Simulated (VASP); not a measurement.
Set up this calculation in VASP 6.6.1, as the native input.

```yaml
Task: single point
Functional: r2SCAN
Potentials_or_basis: VASP PAW PBE potentials, release 64 (Rb_sv, H)
Cutoff: 520 eV
k_mesh: 4 × 4 × 4
Occupations: fermi-dirac, width 0.1 eV
Spin: no spin polarisation
Dipole_correction: no
Further_INCAR_settings: ALGO = Normal; EDIFF = 1e-07; NBANDS = 22
```

RbH3:

```xyz
8
Lattice="2.7764 4.8242 0.0257 -2.8617 4.8734 -0.0587 0.1032 -3.2495 4.9555" Properties=species:S:1:pos:R:3 pbc="T T T"
Rb    2.8516    1.5720    4.9542
Rb    0.0072    3.2499    2.3940
H     0.7103    4.7625    3.6549
H    -1.6696    3.1114    3.6614
H     1.0365    1.7272    3.7181
H    -0.7640    1.6182    1.1683
H     1.7889    3.4026    1.0628
H    -1.1555    4.6476    1.2175
```

The cell was built by a generator and needn't be a form met in nature.

These files were run (other wordings do the same):

POSCAR

```
RbH3
1.0
    2.7764352600      4.8241879400      0.0256533000
   -2.8617474000      4.8734424400     -0.0587178700
    0.1031723100     -3.2494528700      4.9554728400
Rb H
2 6
Direct
    0.9929980000      0.0028040000      0.9946450000
    0.4980170000      0.4981990000      0.4864190000
    0.8634380000      0.6161800000      0.7403730000
    0.2686910000      0.8710750000      0.7477930000
    0.6069800000      0.2537440000      0.7501640000
    0.1103420000      0.3826480000      0.2397160000
    0.7432960000      0.1036710000      0.2118540000
    0.3619030000      0.7640010000      0.2528580000
```

INCAR.step1

```
  PREC = Accurate
  ENCUT = 520
  ISMEAR = -5
  SIGMA = 0.1
  LREAL = F
  LASPH = T
  NELM = 100
  NBANDS = 22
  GGA = PE
  ALGO = Normal
  EDIFF = 1E-4
  LWAVE = T
  LCHARG = F
```

INCAR.step2

```
  PREC = Accurate
  ENCUT = 520
  EDIFF = 1E-7
  ISMEAR = -1
  SIGMA = 0.1
  LREAL = F
  LASPH = T
  NELM = 100
  ALGO = Normal
  ISIF = 2
  LWAVE = F
  LCHARG = F
  METAGGA = R2SCAN
  LMIXTAU = T
  LORBIT = 10
  NBANDS = 22
  ISTART = 1
```

KPOINTS

```
Automatic mesh
0
Gamma
  4 4 4
```

Potentials or basis: VASP PAW PBE potentials, release 64 (Rb_sv, H).

The run is started by

```console
$ cat potpaw_PBE.64/Rb_sv/POTCAR potpaw_PBE.64/H/POTCAR > POTCAR
$ cp INCAR.step1 INCAR
$ mpirun -np 1 vasp_std > vasp.out
$ cp INCAR.step2 INCAR
$ mpirun -np 1 vasp_std > vasp.out
```

Results of the run:

The pressure is 5.9 GPa, the largest force is 0.920 eV/Å and the band gap on the k mesh is none (metal or under the smearing width). The valence electrons inside the program's atomic spheres are Rb 7.41; H 0.47, 0.46.

Caveat: the PAW data sets were made with another functional, which shifts forces and pressure a little.

It took 5.2 min on 1 thread of Intel(R) Xeon(R) Platinum 8488C (Sapphire Rapids), on a shared host, peak memory 0.34 GiB.
